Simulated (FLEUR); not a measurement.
# Te (P3_121) in FLEUR: further runs

The runs below take Te through band structure, equation of state, with PBEsol, LDA.

All numbers are computed with FLEUR MaX-R8.1 (later development tree); they aren't measurements. Logs are shortened: lines on timing, memory, paths and dates and some standing lists are left out, and cuts for length are marked.

## 1. The crystal as given

The structure is trigonal, space group P3_121 (No. 152). The conventional cell has a = 4.454 Å, b = 4.454 Å, c = 5.924 Å, α = 90.00°, β = 90.00°, γ = 120.00°. Te (site symmetry 2) has 2 Te at 2.86 Å as nearest neighbours.

## 2. Band structure, PBEsol

inp.xml

```xml
<?xml version="1.0" encoding="UTF-8" standalone="no"?>
<fleurInput fleurInputVersion="0.39">
   <comment>
      Te                                                                                                  
   </comment>
   <calculationSetup>
      <cutoffs Kmax="4.1" Gmax="12.7" GmaxXC="12.7" numbands="0"/>
      <scfLoop itmax="60" minDistance="0.00001" maxIterBroyd="15" imix="Anderson" alpha="0.05" precondParam="0.0" spinf="2.0" sdNocoIR="T"/>
      <coreElectrons ctail="T" frcor="F" kcrel="0" coretail_lmax="0"/>
      <xcFunctional name="PBEs" relativisticCorrections="F"/>
      <magnetism jspins="1"/>
      <soc l_soc="F" theta="0.0" phi="0.0" spav="F"/>
      <expertModes spex="0" secvar="F"/>
      <geometryOptimization l_f="F" forcealpha="1.0" forcemix="BFGS" epsdisp="0.00001" epsforce="0.00001"/>
      <ldaU l_linMix="F" mixParam="0.05" spinf="1.0"/>
   </calculationSetup>
   <cell>
      <bzIntegration valenceElectrons="66.0" mode="hist" fermiSmearingEnergy="0.00183747">
         <kPointListSelection listName="default-1"/>
         <!-- k-points included here -->
         <xi:include xmlns:xi="http://www.w3.org/2001/XInclude" href="kpts.xml"> </xi:include>
      </bzIntegration>
      <!-- symmetry operations included here -->
      <xi:include xmlns:xi="http://www.w3.org/2001/XInclude" href="sym.xml"> </xi:include>
      <bulkLattice scale="1.0">
         <bravaisMatrix>
            <row-1>    8.4168401589683999     0.0000000000000000     0.0000000000000000</row-1>
            <row-2>   -4.2084200794841999     7.2891973973430435     0.0000000000000000</row-2>
            <row-3>    0.0000000000000000     0.0000000000000000    11.1947375621304008</row-3>
         </bravaisMatrix>
      </bulkLattice>
   </cell>
   <atomSpecies>
      <species name="Tellurium (Te)" element="Te" atomicNumber="52">
         <mtSphere radius="2.51" gridPoints="829" logIncrement="0.016"/>
         <atomicCutoffs lmax="10" lnonsphr="10"/>
         <electronConfig flipSpins="F">
            <coreConfig>(1s1/2) (2s1/2) (2p1/2) (2p3/2) (3s1/2) (3p1/2) (3p3/2) (4s1/2) (3d3/2) (3d5/2)</coreConfig>
            <valenceConfig>(4p1/2) (4p3/2) (5s1/2) (4d3/2) (4d5/2) (5p1/2) (5p3/2)</valenceConfig>
            <stateOccupation state="(5p1/2)" spinUp="0.666667" spinDown="0.666667"/>
            <stateOccupation state="(5p3/2)" spinUp="1.333333" spinDown="1.333333"/>
         </electronConfig>
         <energyParameters s="5" p="5" d="5" f="4"/>
         <lo type="SCLO" l="1" n="4" eDeriv="0"/>
         <lo type="SCLO" l="1" n="4" eDeriv="1"/>
         <lo type="SCLO" l="2" n="4" eDeriv="0"/>
         <lo type="SCLO" l="2" n="4" eDeriv="1"/>
         <lo type="SCLO" l="0" n="5" eDeriv="2"/>
         <lo type="SCLO" l="3" n="4" eDeriv="2"/>
      </species>
   </atomSpecies>
   <atomGroups>
      <atomGroup species="Tellurium (Te)">
         <relPos label="                   1">-.2690000000 -.2690000000 .0000000000</relPos>
         <relPos label="                   2">.0000000000 .2690000000 -1.000/3.000</relPos>
         <relPos label="                   3">.2690000000 .0000000000 1.000/3.000</relPos>
         <force calculate="T" relaxXYZ="TTT"/>
      </atomGroup>
   </atomGroups>
   <output dos="F" band="F" slice="F">
      <checks vchk="F" cdinf="F"/>
      <bandDOS minEnergy="-.5*Htr" maxEnergy="0.5*Htr" sigma="0.015" storeEVData="T"/>
      <vacuumDOS vacdos="F" integ="F" star="F" nstars="0" locx1="0.0" locy1="0.0" locx2="0.0" locy2="0.0" nstm="0" tworkf="0.0"/>
      <unfoldingBand unfoldBand="F" supercellX="1" supercellY="1" supercellZ="1"/>
      <plotting iplot="0" polar="F">
         <plot TwoD="T" vec1="  1.0  0.0  0.0" vec2="  0.0  1.0  0.0" vec3="  0.0  0.0  1.0" zero="  0.0  0.0  0.0" file="plot"/>
      </plotting>
      <chargeDensitySlicing numkpt="0" minEigenval="0.0" maxEigenval="0.0" nnne="0" pallst="F"/>
      <specialOutput eonly="F"/>
      <moessbauerParams electricFieldGradient="T" isomerShift="T" coreHyperfine="T" valenceHyperfine="T"/>
      <magneticCircularDichroism mcd="F" energyLo="-10.0" energyUp="0.0"/>
   </output>
  <!-- We include the file relax.xml here to enable relaxations (see documentation) -->
  <xi:include xmlns:xi="http://www.w3.org/2001/XInclude" href="relax.xml"> <xi:fallback/> </xi:include>
</fleurInput>
```

crystal.txt

```
Te
&input cartesian=F /
4.4540000000  0.0000000000  0.0000000000
-2.2270000000  3.8572771485  0.0000000000
0.0000000000  0.0000000000  5.9240000000
1.8897261246
1.0 1.0 1.0

3
52 0.7310000000  0.7310000000  0.0000000000
52 0.0000000000  0.2690000000  0.6666666667
52 0.2690000000  0.0000000000  0.3333333333

&kpt div1=7 div2=7 div3=5 gamma=T /
```

inp.xml (bands)

```
<?xml version="1.0" encoding="UTF-8" standalone="no"?>
<fleurInput fleurInputVersion="0.39">
   <comment>
      Te                                                                                                  
   </comment>
   <calculationSetup>
      <cutoffs Kmax="4.1" Gmax="12.7" GmaxXC="12.7" numbands="0"/>
      <scfLoop itmax="60" minDistance="0.00001" maxIterBroyd="15" imix="Anderson" alpha="0.05" precondParam="0.0" spinf="2.0" sdNocoIR="T"/>
      <coreElectrons ctail="T" frcor="F" kcrel="0" coretail_lmax="0"/>
      <xcFunctional name="PBEs" relativisticCorrections="F"/>
      <magnetism jspins="1"/>
      <soc l_soc="F" theta="0.0" phi="0.0" spav="F"/>
      <expertModes spex="0" secvar="F"/>
      <geometryOptimization l_f="F" forcealpha="1.0" forcemix="BFGS" epsdisp="0.00001" epsforce="0.00001"/>
      <ldaU l_linMix="F" mixParam="0.05" spinf="1.0"/>
   </calculationSetup>
   <cell>
      <bzIntegration valenceElectrons="66.0" mode="hist" fermiSmearingEnergy="0.00183747">
         <kPointListSelection listName="path-1"/>
         <!-- k-points included here -->
         <xi:include xmlns:xi="http://www.w3.org/2001/XInclude" href="kpts.xml"> </xi:include>
      </bzIntegration>
      <!-- symmetry operations included here -->
      <xi:include xmlns:xi="http://www.w3.org/2001/XInclude" href="sym.xml"> </xi:include>
      <bulkLattice scale="1.0">
         <bravaisMatrix>
            <row-1>    8.4168401589683999     0.0000000000000000     0.0000000000000000</row-1>
            <row-2>   -4.2084200794841999     7.2891973973430435     0.0000000000000000</row-2>
            <row-3>    0.0000000000000000     0.0000000000000000    11.1947375621304008</row-3>
         </bravaisMatrix>
      </bulkLattice>
   </cell>
   <atomSpecies>
      <species name="Tellurium (Te)" element="Te" atomicNumber="52">
         <mtSphere radius="2.51" gridPoints="829" logIncrement="0.016"/>
         <atomicCutoffs lmax="10" lnonsphr="10"/>
         <electronConfig flipSpins="F">
            <coreConfig>(1s1/2) (2s1/2) (2p1/2) (2p3/2) (3s1/2) (3p1/2) (3p3/2) (4s1/2) (3d3/2) (3d5/2)</coreConfig>
            <valenceConfig>(4p1/2) (4p3/2) (5s1/2) (4d3/2) (4d5/2) (5p1/2) (5p3/2)</valenceConfig>
            <stateOccupation state="(5p1/2)" spinUp="0.666667" spinDown="0.666667"/>
            <stateOccupation state="(5p3/2)" spinUp="1.333333" spinDown="1.333333"/>
         </electronConfig>
         <energyParameters s="5" p="5" d="5" f="4"/>
         <lo type="SCLO" l="1" n="4" eDeriv="0"/>
         <lo type="SCLO" l="1" n="4" eDeriv="1"/>
         <lo type="SCLO" l="2" n="4" eDeriv="0"/>
         <lo type="SCLO" l="2" n="4" eDeriv="1"/>
         <lo type="SCLO" l="0" n="5" eDeriv="2"/>
         <lo type="SCLO" l="3" n="4" eDeriv="2"/>
      </species>
   </atomSpecies>
   <atomGroups>
      <atomGroup species="Tellurium (Te)">
         <relPos label="                   1">-.2690000000 -.2690000000 .0000000000</relPos>
         <relPos label="                   2">.0000000000 .2690000000 -1.000/3.000</relPos>
         <relPos label="                   3">.2690000000 .0000000000 1.000/3.000</relPos>
         <force calculate="T" relaxXYZ="TTT"/>
      </atomGroup>
   </atomGroups>
   <output dos="F" band="T" slice="F">
      <checks vchk="F" cdinf="F"/>
      <bandDOS minEnergy="-.5*Htr" maxEnergy="0.5*Htr" sigma="0.015" storeEVData="T"/>
      <vacuumDOS vacdos="F" integ="F" star="F" nstars="0" locx1="0.0" locy1="0.0" locx2="0.0" locy2="0.0" nstm="0" tworkf="0.0"/>
      <unfoldingBand unfoldBand="F" supercellX="1" supercellY="1" supercellZ="1"/>
      <plotting iplot="0" polar="F">
         <plot TwoD="T" vec1="  1.0  0.0  0.0" vec2="  0.0  1.0  0.0" vec3="  0.0  0.0  1.0" zero="  0.0  0.0  0.0" file="plot"/>
      </plotting>
      <chargeDensitySlicing numkpt="0" minEigenval="0.0" maxEigenval="0.0" nnne="0" pallst="F"/>
      <specialOutput eonly="F"/>
      <moessbauerParams electricFieldGradient="T" isomerShift="T" coreHyperfine="T" valenceHyperfine="T"/>
      <magneticCircularDichroism mcd="F" energyLo="-10.0" energyUp="0.0"/>
   </output>
  <!-- We include the file relax.xml here to enable relaxations (see documentation) -->
  <xi:include xmlns:xi="http://www.w3.org/2001/XInclude" href="relax.xml"> <xi:fallback/> </xi:include>
</fleurInput>
```

Potentials or basis: all-electron, FLAPW.

The run is started by

```
> inpgen -f crystal.txt -profile fastHighL
> # inp.xml edited to the form shown
> mpirun -n 4 fleur_MPI -pe_per_kpt 1
> mpirun -n 4 fleur_MPI -pe_per_kpt 1   # second run, on inp.xml (bands)
```

Standard output:

```text
Welcome to FLEUR        (www.flapw.de)
      MaX-Release 8.1          (www.max-centre.eu)

 ========== k-point set info ==========
 Selected k-point list: default-1
 k-point list type: mesh
 7 x 7 x 5
 Number of k points: 32

 ------------Calculation Setup---------------------------
 Number of MPI-tasks      :            4
 Number of PE/node        :            4
 Number of OMP-threads    :            1
 Using exactly            1  PE per kpt
 k-points in parallel     :            4
 pe's per k-point         :            1
 No of k-point loops      :            8
 Eigenvalue solver        :       lapack
 Number of basis functions:          956
 Approximate size of matrices (H+S) per k-point:         0.027 GB
 --------------------------------------------------------
 Using exactly            1  PE per kpt
 Using exactly            1  PE per kpt
 Using exactly            1  PE per kpt
 Iteration:     1   Distance:       5.23869104 me/bohr^3
 Iteration:     2   Distance:       4.91774626 me/bohr^3
 Iteration:     3   Distance:       1.32698961 me/bohr^3
 Iteration:     4   Distance:       0.28593022 me/bohr^3
 Iteration:     5   Distance:       0.23597472 me/bohr^3
 Iteration:     6   Distance:       0.05430072 me/bohr^3
 Iteration:     7   Distance:       0.00723710 me/bohr^3
 Iteration:     8   Distance:       0.00507882 me/bohr^3
 Iteration:     9   Distance:       0.00056059 me/bohr^3
 Iteration:    10   Distance:       0.00033035 me/bohr^3
 Iteration:    11   Distance:       0.00007945 me/bohr^3
 Iteration:    12   Distance:       0.00000924 me/bohr^3

 ********************************************************************
 Run finished successfully
 Stop message:
   all done
 ********************************************************************
```

output (bands):

```text
Welcome to FLEUR        (www.flapw.de)
      MaX-Release 8.1          (www.max-centre.eu)

 ========== k-point set info ==========
 Selected k-point list: path-1
 k-point list type: path
 Number of k points: 60

 ------------Calculation Setup---------------------------
 Number of MPI-tasks      :            4
 Number of PE/node        :            4
 Number of OMP-threads    :            1
 Using exactly            1  PE per kpt
 k-points in parallel     :            4
 Using exactly            1  PE per kpt
 Using exactly            1  PE per kpt
 pe's per k-point         :            1
 No of k-point loops      :           15
 Using exactly            1  PE per kpt
 Eigenvalue solver        :       lapack
 Number of basis functions:          956
 Approximate size of matrices (H+S) per k-point:         0.027 GB
 --------------------------------------------------------
 Fermi energy correction for metals:
 Fermi energy in bands.* files may not be consistent with last density.
 Please correct it manually (e.g. in band.gnu file).

 Note: Band structure data (together with different weights) is also stored in the banddos.hdf file.
       A convenient way of extracting and plotting the data from that file is by making use of the

 ********************************************************************
 Run finished successfully
 Stop message:
   Charge density postprocessing done.
 ********************************************************************
```

out.xml (last iteration):

```text
<iteration numberForCurrentRun="   12" overallNumber="   12">
         <energyParameters units="Htr">
            <atomicEP atomType="1" spin="1" branch="5s" branchLowest="-5.64" branchHighest="0.42" value="-0.2145608569"/>
            <atomicEP atomType="1" spin="1" branch="5p" branchLowest="-3.81" branchHighest="1.10" value="0.0726374586"/>
            <atomicEP atomType="1" spin="1" branch="5d" branchLowest="-1.12" branchHighest="2.30" value="0.3069101482"/>
            <atomicEP atomType="1" spin="1" branch="4f" branchLowest="-9.99" branchHighest="1.57" value="0.4630928939"/>
            <loAtomicEP atomType="1" spin="1" branch="4p" branchLowest="-29.11" branchHighest="-3.81" value="-3.8183514219"/>
            <loAtomicEP atomType="1" spin="1" branch="4p" branchLowest="-29.11" branchHighest="-3.81" value="-3.8183514219"/>
            <loAtomicEP atomType="1" spin="1" branch="4d" branchLowest="-20.17" branchHighest="-1.12" value="-1.1373155487"/>
            <loAtomicEP atomType="1" spin="1" branch="4d" branchLowest="-20.17" branchHighest="-1.12" value="-1.1373155487"/>
            <loAtomicEP atomType="1" spin="1" branch="5s" branchLowest="-5.64" branchHighest="0.42" value="-0.2145608569"/>
            <loAtomicEP atomType="1" spin="1" branch="4f" branchLowest="-9.99" branchHighest="1.57" value="0.4630928151"/>
         </energyParameters>
         <eigenvalues>
            <eigenvaluesAt spin="1" ikpt="1" k_x="0.00000000" k_y="0.00000000" k_z="0.00000000">
                      -3.8094849569       -3.8094849569       -3.8093929752       -3.8082064530       -3.8081459710
                      -3.8081459709       -3.8026018932       -3.8026018932       -3.8025996070       -1.1456596619
                      -1.1456596618       -1.1438750164       -1.1437463878       -1.1437463878       -1.1412200846
                      -1.1390830483       -1.1390072891       -1.1390072891       -1.1379742958       -1.1378827531
                      -1.1378827531       -1.1371648043       -1.1362816681       -1.1362816681       -0.2750304363
                      -0.1537798925       -0.1537798925        0.1136778890        0.1247178744        0.1247178744
                       0.1642473382        0.1642473382        0.1950071374        0.2629719163        0.2629719164
                       0.2844113140        0.4068861136        0.4068861136        0.4406503805        0.4576973720
[... 67 lines left out ...]
            <spinDependentCharge spin="1" total="156.0000000" interstitial="7.2271844" mtSpheres="148.7728156"/>
            <totalCharge value="155.9999999897"/>
         </allElectronCharges>
         <moessbauerParams unitsHFF="kG" unitsIS="e/bohr^3" unitsEFG="Htr/bohr^2">
            <coreIsomerShift atomType="1" isTotal="231852.60381">
               <shell n="1" l="0" isomerShift="201377.50105"/>
               <shell n="2" l="0" isomerShift="23973.06001"/>
               <shell n="2" l="1" isomerShift="631.57863"/>
               <shell n="3" l="0" isomerShift="4736.41608"/>
               <shell n="3" l="1" isomerShift="135.36171"/>
               <shell n="4" l="0" isomerShift="998.68630"/>
               <shell n="3" l="2" isomerShift="0.00003"/>
            </coreIsomerShift>
            <isomerShift atomType="1" nucleusRadius="0.0001189" averageDensity="231978.26015"/>
            <electricFieldGradient atomType="1" VXX="1.96259" VYY="3.75837" VZZ="-5.72097" asymParam="0.31389">
            </electricFieldGradient>
         </moessbauerParams>
         <totalEnergy                                    value="   -20381.8662507134" units="Htr">
            <sumOfEigenvalues                            value="   -12380.2466371865">
               <coreElectrons value="-12277.8423151338"/>
               <valenceElectrons value="-102.4043220527"/>
            </sumOfEigenvalues>
            <densityCoulombPotentialIntegral value="-33246.0000548560"/>
            <densityEffectivePotentialIntegral value="-33929.3554269482"/>
            <chargeDenXCDenIntegral value="-519.6687394818"/>
            <FockExchangeEnergyValence value="0.0000000000"/>
            <FockExchangeEnergyCore value="0.0000000000"/>
            <atomTypeDependentContributions atomType="1">
               <electronNucleiInteractionDifferentMTs value="24701.1954472861"/>
               <MadelungTerm value="-87.1108262791"/>
            </atomTypeDependentContributions>
            <tkbTimesEntropy value="0.0000030583"/>
            <freeEnergy value="-20381.8662537716"/>
            <extrapolationTo0K value="-20381.8662522425"/>
         </totalEnergy>
         <densityConvergence units="me/bohr^3">
            <chargeDensity spin="1" distance="0.0000092426"/>
         </densityConvergence>
      </iteration>
```

Wall time 2.4 min (4 MPI ranks of Arm Neoverse V1, shared host).

Results:

```yaml
Free_energy: -554618.8350 eV
Band_gap_along_the_path: 0.15 eV, direct
Valence_electrons_inside_the_program's_atomic_spheres: Te 19.59 (radii Te 2.51 bohr)
```

Levels at the corners of the path, in eV from the valence-band top:
| point | band 30 | band 31 | band 32 | band 33 | band 34 | band 35 | band 36 | band 37 |
| --- | --- | --- | --- | --- | --- | --- | --- | --- |
| Γ | -2.76 | -1.68 | -1.68 | -0.85 | 1.00 | 1.00 | 1.59 | 4.92 |
| M | -3.61 | -3.54 | -1.03 | -0.81 | 0.82 | 0.88 | 2.85 | 3.72 |
| K | -3.10 | -3.10 | -2.96 | -2.72 | 2.87 | 2.87 | 3.16 | 4.78 |
| Γ | -2.76 | -1.68 | -1.68 | -0.85 | 1.00 | 1.00 | 1.59 | 4.92 |
| A | -2.66 | -1.32 | -1.03 | -1.03 | 0.44 | 0.44 | 0.46 | 3.97 |
| L | -3.65 | -2.47 | -2.13 | -0.21 | 0.72 | 1.95 | 2.55 | 4.48 |
| H | -5.04 | -0.95 | 0.00 | 0.00 | 0.15 | 1.31 | 1.31 | 5.84 |
| A | -2.66 | -1.32 | -1.03 | -1.03 | 0.44 | 0.44 | 0.46 | 3.97 |
| L | -3.65 | -2.47 | -2.13 | -0.21 | 0.72 | 1.95 | 2.55 | 4.48 |
| M | -3.61 | -3.54 | -1.03 | -0.81 | 0.82 | 0.88 | 2.85 | 3.72 |
| K | -3.10 | -3.10 | -2.96 | -2.72 | 2.87 | 2.87 | 3.16 | 4.78 |
| H | -5.04 | -0.95 | 0.00 | 0.00 | 0.15 | 1.31 | 1.31 | 5.84 |

Core levels (eV from the Fermi level):
| atom | levels |
| --- | --- |
| 1 Te | 1s1/2 -31587.5, 2s1/2 -4839.3, 2p1/2 -4534.4, 2p3/2 -4260.1, 3s1/2 -959.6, 3p1/2 -834.2, 3p3/2 -783.1, 4s1/2 -159.8, 3d3/2 -561.7, 3d5/2 -551.0 |
| 2 Te | 1s1/2 -31587.5, 2s1/2 -4839.3, 2p1/2 -4534.4, 2p3/2 -4260.1, 3s1/2 -959.6, 3p1/2 -834.2, 3p3/2 -783.1, 4s1/2 -159.8, 3d3/2 -561.7, 3d5/2 -551.0 |
| 3 Te | 1s1/2 -31587.5, 2s1/2 -4839.3, 2p1/2 -4534.4, 2p3/2 -4260.1, 3s1/2 -959.6, 3p1/2 -834.2, 3p3/2 -783.1, 4s1/2 -159.8, 3d3/2 -561.7, 3d5/2 -551.0 |

Caveat: spin-orbit coupling is left out, which moves the levels of the heavy elements.

## 3. Equation of state, PBEsol, 31.89 Å³/atom (volume scaled by 0.94)

Edit inp.xml of step 2 so:

```diff
@@ -13,3 +13,3 @@
       <expertModes spex="0" secvar="F"/>
-      <geometryOptimization l_f="F" forcealpha="1.0" forcemix="BFGS" epsdisp="0.00001" epsforce="0.00001"/>
+      <geometryOptimization l_f="F" forcealpha="1.0" forcemix="BFGS" epsdisp="0.0005" epsforce="0.0002"/>
       <ldaU l_linMix="F" mixParam="0.05" spinf="1.0"/>
@@ -24,3 +24,3 @@
       <xi:include xmlns:xi="http://www.w3.org/2001/XInclude" href="sym.xml"> </xi:include>
-      <bulkLattice scale="1.0">
+      <bulkLattice scale="0.9795861087">
          <bravaisMatrix>
@@ -34,3 +34,3 @@
       <species name="Tellurium (Te)" element="Te" atomicNumber="52">
-         <mtSphere radius="2.51" gridPoints="829" logIncrement="0.016"/>
+         <mtSphere radius="2.43" gridPoints="829" logIncrement="0.016"/>
          <atomicCutoffs lmax="10" lnonsphr="10"/>
```

Potentials or basis: all-electron, FLAPW.

The run is started by

```
> inpgen -f crystal.txt -profile fastHighL
> # inp.xml edited to the form shown
> mpirun -n 4 fleur_MPI -pe_per_kpt 1
```

It took 38 s on 4 MPI ranks of AMD EPYC 9R45 (Zen 5), shared host.

It converged, with:

```
Free energy                                           : -554618.8000 eV
Band gap on the k mesh                                : 0.57 eV, indirect (least direct gap 0.81 eV)
Valence electrons inside the program's atomic spheres : Te 19.39 (radii Te 2.43 bohr)
```

Caveat: spin-orbit coupling is left out, which moves the levels of the heavy elements; an odd mesh through Γ misses points on the zone boundary, where band edges often lie.

[end of part 1 of 2]
